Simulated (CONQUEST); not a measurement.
## PtSe2 (Sudovikovite) under changes of volume

One of the cells (20.265 Å³/atom); the others are scaled copies at fixed shape and fractional positions:

```xyz
6
Lattice="3.7240 0.0000 0.0000 0.0000 5.0620 0.0000 0.0000 0.0000 6.4502" Properties=species:S:1:pos:R:3 pbc="T T T"
Pt    0.0000    0.0000    0.0000
Pt    1.8620    0.0000    3.2251
Se    0.0000    3.7965    2.1501
Se    1.8620    3.7965    5.3751
Se    0.0000    1.2655    4.3001
Se    1.8620    1.2655    1.0750
```

- Program: CONQUEST 1.3
- Functional: PBEsol
- Potentials or basis: PseudoDojo NC PBEsol, DZP, grid of 36 × 48 × 64 points
- k mesh: 7 × 5 × 4
- Occupations: fermi-dirac, width 0.05 eV
- Spin: no spin polarisation

| volume (Å³/atom) | energy over the lowest point (meV/atom) | pressure (GPa) | largest force (eV/Å) |
| --- | --- | --- | --- |
| 19.049 | 96.78 | 16.5 | 1.869 |
| 19.455 | 60.45 | 12.3 | 1.516 |
| 19.860 | 33.46 | 9.1 | 1.189 |
| 20.265 | ? | ? | ? |
| 20.671 | 3.80 | 2.8 | 0.614 |
| 21.076 | 0.00 | 0.2 | 0.360 |
| 21.481 | 2.12 | -1.9 | 0.126 |

**Question.** What does the run at 20.265 Å³/atom give?

**Answer.** Energy over the lowest point 14.67 meV/atom; pressure 5.8 GPa; largest force 0.889 eV/Å.

Worked out: A Birch-Murnaghan fit of order 3 (a polynomial in V^(-2/3)) to the other rows has its minimum at 21.13 Å³/atom with B0 = V·E''(V) = 128 GPa and B' = 4.0 at fixed shape and positions, which overstates the stiffness. It gives 14.87 meV/atom at 20.265 Å³/atom, against the run's 14.67, and -dE/dV = 5.8 GPa, against 5.8.

Energies are extrapolated to zero smearing.

Caveats: the basis of atomic orbitals isn't converged, which shifts pressures, moduli and gaps; forces of over 1 eV/Å show positions far from the minimum, so gaps and moduli don't describe the material at rest (some runs).
